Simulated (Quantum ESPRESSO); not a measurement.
Crystal: Li2S.

```
S Li
1.0
     0.00000    2.84450    2.84450
     2.84450    0.00000    2.84450
     2.84450    2.84450    0.00000
S Li
1 2
Direct
  0.00000 0.00000 0.00000
  0.75000 0.75000 0.75000
  0.25000 0.25000 0.25000
```

Base run:

| Quantity | Value |
| --- | --- |
| Program | Quantum ESPRESSO 7.5 |
| Functional | vdW-DF-C09 |
| Potentials or basis | PseudoDojo 0.4.1 SR PBE standard |
| Cutoff | 1007 eV |
| Density cutoff | 4027 eV |
| k mesh | 8 × 8 × 8 |
| Occupations | fermi-dirac, width 0.05 eV |
| Spin | no spin polarisation |

Its results: band gap on the k mesh 3.30 eV, indirect (least direct gap 4.22 eV); pressure -0.2 GPa.

Problem. The run is repeated on the same cell with these changes: functional from vdW-DF-C09 to LDA; potentials or basis from PseudoDojo 0.4.1 SR PBE standard to PseudoDojo 0.4.1 SR LDA standard. What comes out?

Solution. Band gap on the k mesh 3.17 eV, indirect (least direct gap 4.08 eV); pressure -2.6 GPa.

Caveats: the potentials were made for another functional, which shifts forces and pressure (some runs).
